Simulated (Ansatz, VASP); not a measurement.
## Two plane-wave programs on Si

```
CELL_PARAMETERS angstrom
2.44567 0.00000 0.00000
0.00000 3.37048 0.00000
0.00000 0.00000 27.40863
ATOMIC_POSITIONS crystal
Si 0.00000 0.00000 0.32064
Si 0.50000 0.50000 0.26312
```

Alike in both runs: functional PBE; k mesh 22 × 16 × 1; occupations gaussian, width 0.1 eV; no spin polarisation.

Ansatz relaxed the structure, and its values are those at the end. VASP's run is a single point on that final structure, the one shown.

|  | VASP | Ansatz |
| --- | --- | --- |
| version | VASP 6.6.1 | Ansatz 0.2.0 |
| potentials or method | VASP PAW PBE potentials, release 64 (Si) | scalar-relativistic, plane waves, PAW |
| plane-wave cutoff (eV) | 520 | 420 |
| valence electrons in the cell | 8 | 8 |

```tsv
	VASP	Ansatz	Ansatz less VASP
gap on the k mesh at the Fermi level (eV)	none	none	-
rms of the force components (eV/Å)	0.005	0.000	-0.0051
```

A gap of «none» marks a metal or a gap that the smearing closes. The functional is the same, so the differences come from potentials, cutoffs and numerics.
